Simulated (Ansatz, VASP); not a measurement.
Mg7O in VASP and in Ansatz

```
CELL_PARAMETERS angstrom
0.00000 3.93159 3.93159
3.93159 0.00000 3.93159
3.93159 3.93159 0.00000
ATOMIC_POSITIONS crystal
Mg 0.00000 0.00000 0.50000
Mg 0.50000 0.00000 0.50000
Mg 0.00000 0.50000 0.50000
Mg 0.50000 0.50000 0.00000
Mg 0.00000 0.50000 0.00000
Mg 0.50000 0.00000 0.00000
Mg 0.50000 0.50000 0.50000
O 0.00000 0.00000 0.00000
```

Change from the starting cell: species swapped into the Zn7Mo type (Fm-3m, No. 225).

Alike in both runs: task single point; functional PBE; k mesh 4 × 4 × 4; occupations gaussian, width 0.1 eV; no spin polarisation.

|  | VASP | Ansatz |
| --- | --- | --- |
| version | VASP 6.6.1 | Ansatz 0.2.0 |
| potentials or method | VASP PAW PBE potentials, release 64 (Mg, O) | scalar-relativistic, plane waves, PAW |
| plane-wave cutoff (eV) | 520 | 420 |
| valence electrons in the cell | 20 | 76 |

|  | VASP | Ansatz | Ansatz less VASP |
| --- | --- | --- | --- |
| gap on the k mesh at the Fermi level (eV) | none | none | - |
| pressure (GPa) | 20.7 | 20.7 | -0.07 |

A gap of «none» marks a metal or a gap that the smearing closes. With one functional, cell and mesh, what is left measures potentials, basis and numerics. The two sets of potentials don't hold the same shells in valence.

Caveats: so large a pressure means that the cell lies far from this level's equilibrium, or that cutoff or potentials fall short (VASP).
